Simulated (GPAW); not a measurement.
Crystal: CuO.

```
Cu O
1.0
     3.17953    0.00000    0.00000
    -1.58977    2.75356    0.00000
     0.00000    0.00000    4.43149
Cu O
2 2
Direct
  0.00000 0.00000 0.00000
  0.00000 0.00000 0.50000
  0.33333 0.66667 0.25000
  0.66667 0.33333 0.75000
```

Measurements of this composition are mostly on another form, of space group No. 15.

- Program: GPAW 26.7.0
- Task: relaxation of cell and atoms
- Functional: SCAN
- Potentials or basis: GPAW PAW data sets (gpaw-data 1.2.1)
- Cutoff: 800 eV
- Basis: pw
- k mesh: 6 × 6 × 4
- Occupations: fermi-dirac, width 0.05 eV
- Spin: no spin polarisation

At the start: pressure -1.3 GPa; volume 9.70 Å³/atom.

Problem. Where does the relaxation end?

Solution. Over 23 steps the energy falls by 195.9 meV/atom and the volume is 9.34 Å³/atom (-3.7 %); space group P6_3/mmc (No. 194, to 0.05 Å).

The path:
| step | energy change (eV) | largest force (eV/Å) | pressure (GPa) | volume (Å³) |
| --- | --- | --- | --- | --- |
| 1 | 0.0000 | 0.0000 | -1.33 | 38.80 |
| 2 | -0.0558 | 0.0000 | -1.56 | 38.77 |
| 3 | -0.1582 | 0.0000 | -1.93 | 38.72 |
| 4 | -0.2899 | 0.0000 | -2.31 | 38.64 |
| 5 | -0.4356 | 0.0000 | -2.40 | 38.50 |
| 6 | -0.5686 | 0.0000 | -2.55 | 38.32 |
| 7 | -0.6782 | 0.0000 | -2.22 | 38.07 |
| 8 | -0.7495 | 0.0055 | -1.39 | 37.76 |
| 9 | -0.7830 | 0.0100 | -0.19 | 37.36 |
| 10 | -0.7584 | 0.0052 | 1.36 | 36.90 |
| 11 | -0.7589 | 0.0053 | 1.33 | 36.90 |
| 12 | -0.7600 | 0.0053 | 1.25 | 36.92 |
| 13 | -0.7615 | 0.0053 | 1.15 | 36.94 |
| 14 | -0.7634 | 0.0054 | 1.02 | 36.97 |
| 15 | -0.7654 | 0.0054 | 0.86 | 37.01 |
| 16 | -0.7677 | 0.0053 | 0.68 | 37.05 |
| 17 | -0.7701 | 0.0053 | 0.50 | 37.09 |
| 18 | -0.7729 | 0.0051 | 0.30 | 37.14 |
| 19 | -0.7757 | 0.0046 | 0.08 | 37.19 |
| 20 | -0.7787 | 0.0038 | -0.11 | 37.24 |
| 21 | -0.7812 | 0.0024 | -0.27 | 37.30 |
| 22 | -0.7832 | 0.0002 | -0.34 | 37.34 |
| 23 | -0.7836 | 0.0028 | -0.26 | 37.35 |

Final structure:
```cif
data_structure
_symmetry_space_group_name_H-M 'P 1'
_symmetry_Int_Tables_number 1
_cell_length_a 2.9205
_cell_length_b 2.9205
_cell_length_c 5.0564
_cell_angle_alpha 90.000
_cell_angle_beta 90.000
_cell_angle_gamma 120.000
_cell_volume 37.35
loop_
_atom_site_label
_atom_site_type_symbol
_atom_site_fract_x
_atom_site_fract_y
_atom_site_fract_z
_atom_site_occupancy
Cu1 Cu 0.00000 0.00000 0.00000 1
Cu2 Cu 0.00000 0.00000 0.50000 1
O1 O 0.33333 0.66667 0.25138 1
O2 O 0.66667 0.33333 0.74862 1
```

Caveat: the k mesh is coarse (spacing up to 0.38 Å⁻¹), so the values aren't converged; with this Cu data set, volumes or pressures lay over 1.5 % or 2 GPa off other programs in two to four cells of ten; later steps reuse the first step's grids; the PAW data sets were made with another functional, which shifts forces and pressure a little; the run has no spin polarisation, though such a crystal can be magnetic.
